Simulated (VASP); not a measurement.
ZrSe2, 3 atoms in the cell. The structure is trigonal, space group P-3m1 (No. 164). The conventional cell has a = 3.739 Å, b = 3.739 Å, c = 6.032 Å, α = 90.00°, β = 90.00°, γ = 120.00°. Zr (site symmetry -3m) has 6 Se at 2.69 Å as nearest neighbours. Se (site symmetry 3m) has 3 Zr at 2.69 Å as nearest neighbours. 

```yaml
Program: VASP 6.6.1
Task: band structure
Functional: PBE-EpsX
Potentials_or_basis: VASP PAW PBE potentials, release 64 (Zr_sv, Se)
Cutoff: 520 eV
k_mesh: 6 × 6 × 3
Occupations: gaussian, width 0.03 eV
Spin: no spin polarisation
Grid_for_exact_exchange_PRECFOCK: Fast
Exchange_at_q_=_0: truncated
Share_of_exact_exchange: 0.0588
Further_INCAR_settings: ALGO = Normal; EDIFF = 1e-06
```

Potentials or basis: VASP PAW PBE potentials, release 64 (Zr_sv, Se).

The run is started by

```console
$ cat potpaw_PBE.64/Zr_sv/POTCAR potpaw_PBE.64/Se/POTCAR > POTCAR
$ cp INCAR.step1 INCAR
$ cp KPOINTS.step1 KPOINTS
$ mpirun -np 4 vasp_std > vasp.out
$ cp INCAR.step2 INCAR
$ cp KPOINTS.step2 KPOINTS
$ mpirun -np 4 vasp_std > vasp.out
$ cp INCAR.step3 INCAR
$ cp KPOINTS.step3 KPOINTS
$ mpirun -np 4 vasp_std > vasp.out
```

Hardware: 4 MPI ranks on Intel(R) Xeon(R) Platinum 8488C (Sapphire Rapids), with other jobs on the host.

Task: Estimate the wall time of this run.

Result: It took 20 min on 4 MPI ranks on Intel(R) Xeon(R) Platinum 8488C (Sapphire Rapids), with other jobs on the host, peak memory 0.49 GiB a rank. Counts: scf iterations 14, k points 17.
